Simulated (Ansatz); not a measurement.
Runs of Ansatz 0.2.0 on Pd. Symmetry: Fm-3m, No. 225, cubic system. The conventional cell has a = 3.893 Å, b = 3.893 Å, c = 3.893 Å, α = 90.00°, β = 90.00°, γ = 90.00°. Pd (site symmetry m-3m) has 12 Pd at 2.75 Å as nearest neighbours. 

| task | level | spin | k mesh | cutoff (eV) | q mesh | points for each segment of the path | atoms under strain | gap on the mesh (eV) | pressure (GPa) | V0 of scaled cells (Å³/atom) | B0 (GPa) |
| --- | --- | --- | --- | --- | --- | --- | --- | --- | --- | --- | --- |
| phonons | PBEsol | off | 10 × 10 × 10 | 420 | 2 × 2 × 2 | 8 | - | none | - | - | - |
| band structure | PBEsol | SOC, no magnetisation | 12 × 12 × 12 | 420 | - | 14 | - | none | -2.8 | - | - |
| equation of state | LDA | off | 12 × 12 × 12 | 420 | - | - | - | - | - | 14.13 | (a) |
| elastic constants | PBEsol | off | 10 × 10 × 10 | 420 | - | - | relaxed | none | -2.8 | - | - |
| equation of state | r2SCAN | off | 12 × 12 × 12 | 500 | - | - | - | - | - | 14.91 | 186 |

Alike in all rows: potentials or basis Ansatz PAW; cell as given; smearing fermi-dirac 0.05 eV.

Q: Estimate the missing entries.

A: (a) 229.

Caveats: the PAW data sets come from PBE, with cores solved anew for the run's functional, which leaves a small shift of forces and pressure (some runs); elastic constants of metals need much finer meshes, so these are rough (some runs); the PAW data sets were made with another functional, which shifts forces and pressure a little (some runs).

A k mesh can miss the band edges, and rows without SOC leave out spin-orbit coupling on Pd.

A gap of «none» marks a metal or a gap under the smearing width.

Runs at the PBE level aren't shown here.
